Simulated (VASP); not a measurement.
A run of VASP 6.6.1 is set up as follows.

File POSCAR:

```
H
1.0
    2.6445210000     -0.0039130000      0.0290440000
   -0.0039130000      2.6951510000     -0.0302570000
    0.0107480000     -0.0111970000      0.9660470000
H
1
Cartesian
   -0.0020511091     -0.0043224039      0.4576913213
```

The input INCAR.step1:

```
SYSTEM = H
ALGO     = Normal         ! electronic algorithm
EDIFF    = 1E-7           ! SCF threshold, eV
ENCUT    = 520            ! plane-wave cutoff, eV
GGA      = PE             ! functional
ISIF     = 2              ! what is computed and relaxed
ISMEAR   = 0              ! smearing method
IVDW     = 263            ! dispersion correction
LASPH    = .TRUE.         ! aspherical terms in the spheres
LCHARG   = .TRUE.         ! write CHGCAR
LREAL    = .FALSE.        ! projectors in reciprocal space
LWAVE    = .TRUE.         ! write WAVECAR
NELM     = 80             ! most SCF steps
PREC     = Accurate       ! precision mode
SIGMA    = 0.05           ! smearing width, eV
```

Contents of INCAR.step2:

```
SYSTEM = H
ALGO     = Normal         ! electronic algorithm
CUTOFF_MU= 0.4397       
CUTOFF_SIGMA= 1.0          
CUTOFF_TYPE= erfc         
EDIFF    = 1E-7           ! SCF threshold, eV
ENCUT    = 520            ! plane-wave cutoff, eV
GGA      = PE             ! functional
ICHARG   = 11             ! starting density
ISIF     = 2              ! what is computed and relaxed
ISMEAR   = 0              ! smearing method
ISTART   = 1            
ISYM     = -1           
IVDW     = 263            ! dispersion correction
LASPH    = .TRUE.         ! aspherical terms in the spheres
LCHARG   = .FALSE.        ! write CHGCAR
LREAL    = .FALSE.        ! projectors in reciprocal space
LSCDM    = .TRUE.       
LWAVE    = .FALSE.        ! write WAVECAR
NBANDS   = 12             ! bands
NELM     = 80             ! most SCF steps
NUM_WANN = 4            
PREC     = Accurate       ! precision mode
SIGMA    = 0.05           ! smearing width, eV
```

Contents of KPOINTS:

```
k-points
0
G
  5 5 13
  0 0 0
```

KPOINTS_OPT

```
path XGY,LGZ,NGM,RG
12
line-mode
reciprocal
 0.0000000000 -0.5000000000  0.0000000000  X
 0.0000000000  0.0000000000  0.0000000000  G

 0.0000000000  0.0000000000  0.0000000000  G
 0.5000000000  0.0000000000  0.0000000000  Y

 0.5000000000 -0.5000000000  0.0000000000  L
 0.0000000000  0.0000000000  0.0000000000  G

 0.0000000000  0.0000000000  0.0000000000  G
 0.0000000000  0.0000000000  0.5000000000  Z

 0.0000000000 -0.5000000000  0.5000000000  N
 0.0000000000  0.0000000000  0.0000000000  G

 0.0000000000  0.0000000000  0.0000000000  G
 0.5000000000  0.0000000000  0.5000000000  M

 0.5000000000 -0.5000000000  0.5000000000  R
 0.0000000000  0.0000000000  0.0000000000  G
```

File KPOINTS_WAN:

```
path XGY,LGZ,NGM,RG
12
line-mode
reciprocal
 0.0000000000 -0.5000000000  0.0000000000  X
 0.0000000000  0.0000000000  0.0000000000  G

 0.0000000000  0.0000000000  0.0000000000  G
 0.5000000000  0.0000000000  0.0000000000  Y

 0.5000000000 -0.5000000000  0.0000000000  L
 0.0000000000  0.0000000000  0.0000000000  G

 0.0000000000  0.0000000000  0.0000000000  G
 0.0000000000  0.0000000000  0.5000000000  Z

 0.0000000000 -0.5000000000  0.5000000000  N
 0.0000000000  0.0000000000  0.0000000000  G

 0.0000000000  0.0000000000  0.0000000000  G
 0.5000000000  0.0000000000  0.5000000000  M

 0.5000000000 -0.5000000000  0.5000000000  R
 0.0000000000  0.0000000000  0.0000000000  G
```

Potentials or basis: VASP PAW PBE potentials, release 64 (H).

Launch:

```bash
$ cat potpaw_PBE.64/H/POTCAR > POTCAR
$ cp INCAR.step1 INCAR
$ mpirun -np 1 vasp_std > vasp.out
$ cp INCAR.step2 INCAR
$ mpirun -np 1 vasp_std > vasp.out
```

Task: Predict the dispersion energy per atom.

Result: -0.051 eV.

Task: Estimate the band gap along the path.

Result: None (metal or under the smearing width).

Levels at the corners of the path, in eV from the Fermi level:
```tsv
point	band 1	band 2	band 3	band 4	band 5
X	-8.77	3.72	17.40	19.63	25.44
Γ	-10.08	10.65	16.12	16.82	19.54
Γ	-10.08	10.65	16.12	16.82	19.54
Y	-8.65	3.82	17.11	19.16	24.81
L	-7.62	7.42	7.57	11.02	38.75
Γ	-10.08	10.65	16.12	16.82	19.54
Γ	-10.08	10.65	16.12	16.82	19.54
Z	26.13	33.65	48.83	53.32	55.91
N	26.88	35.72	43.94	44.22	55.80
Γ	-10.08	10.65	16.12	16.82	19.54
Γ	-10.08	10.65	16.12	16.82	19.54
M	26.96	35.89	44.03	44.33	55.59
R	27.56	37.60	47.41	47.63	47.83
Γ	-10.08	10.65	16.12	16.82	19.54
```

Caveat: the k mesh is coarse (spacing up to 0.50 Å⁻¹), so the values aren't converged.
